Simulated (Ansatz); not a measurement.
# Migration of H in Ti

Level of theory: DFT PBEsol, scalar-relativistic, plane waves, PAW (Ansatz). Settings: 420 eV cutoff, 4×4×4 k-mesh, shifted by half a step, Gaussian smearing of 0.10 eV, no spin polarisation.

In a supercell of 18 host sites, interstitial H hops to an equivalent place, moving 2.15 Å between the relaxed ends. Climbing-image nudged elastic band at fixed cell with images 0 (start) to 4 (end), the path measured over all atoms, converged to 0.05 eV/Å; the order of the saddle wasn't checked, and the small cell leaves errors of about a tenth of an eV. Zero-point motion and tunnelling, which matter for H, are left out. At the top the atom squeezes straight between two others, where symmetry can hold a band on a ridge, so a bent path, such as one by way of a neighbouring hole, may have a much lower barrier.

Start:

```
CELL_PARAMETERS angstrom
4.35065 -2.51185 -4.59099
-4.35065 -2.51185 -4.59099
0.00000 5.02370 -4.59099
ATOMIC_POSITIONS crystal
Ti 0.14028 0.47210 0.13821
Ti 0.80487 0.47210 0.47362
Ti 0.47209 0.14027 0.13823
Ti 0.46771 0.46769 0.80104
Ti 0.14051 0.14050 0.47384
Ti 0.81001 0.81001 0.14334
Ti 0.80488 0.14028 0.80543
Ti 0.47210 0.80488 0.47362
Ti 0.14028 0.80488 0.80544
Ti 0.19250 0.19250 0.86175
Ti 0.86132 0.19457 0.19465
Ti 0.52128 0.86845 0.85461
Ti 0.52842 0.19251 0.52585
Ti 0.19457 0.86133 0.19467
Ti 0.86847 0.52128 0.85460
Ti 0.86134 0.86132 0.52789
Ti 0.52126 0.52128 0.20180
Ti 0.19250 0.52842 0.52583
H 0.67328 0.67326 0.00661
```

Atom 19 jumps to (0.000, -1.675, -7.561) Å.

Give the energy along the band and the structure at its top.

```csv
image,path (Å),E − E(0) (eV),H x (Å),H y (Å),H z (Å),force on H (eV/Å)
0,0.00,0.000,0.000,-3.349,-6.212,0.01
1,0.61,0.351,0.000,-2.986,-6.527,1.05
2,1.21,0.885,0.000,-2.512,-6.886,0.00
3,1.82,0.351,0.000,-2.037,-7.246,1.05
4,2.42,0.000,0.000,-1.675,-7.561,0.01
```

Barrier 0.88 eV. Image 2:
```
CELL_PARAMETERS angstrom
4.35065 -2.51185 -4.59099
-4.35065 -2.51185 -4.59099
0.00000 5.02370 -4.59099
ATOMIC_POSITIONS crystal
Ti 0.13851 0.47524 0.13033
Ti 0.80567 0.48183 0.45605
Ti 0.47524 0.13851 0.13033
Ti 0.47612 0.47612 0.79780
Ti 0.14662 0.14662 0.46816
Ti 0.83567 0.83567 0.12590
Ti 0.80649 0.14874 0.79804
Ti 0.48183 0.80567 0.45605
Ti 0.14874 0.80649 0.79804
Ti 0.18671 0.18671 0.86518
Ti 0.85809 0.19483 0.20300
Ti 0.52766 0.85150 0.87729
Ti 0.52685 0.18459 0.53530
Ti 0.19483 0.85809 0.20300
Ti 0.85150 0.52766 0.87729
Ti 0.85721 0.85721 0.53553
Ti 0.49766 0.49766 0.20743
Ti 0.18459 0.52685 0.53530
H 0.66667 0.66667 0.16667
```

Cost: 1 run of about 33 core-minutes, on Intel Xeon Platinum 8259CL (Skylake/Cascade Lake) (shared hosts).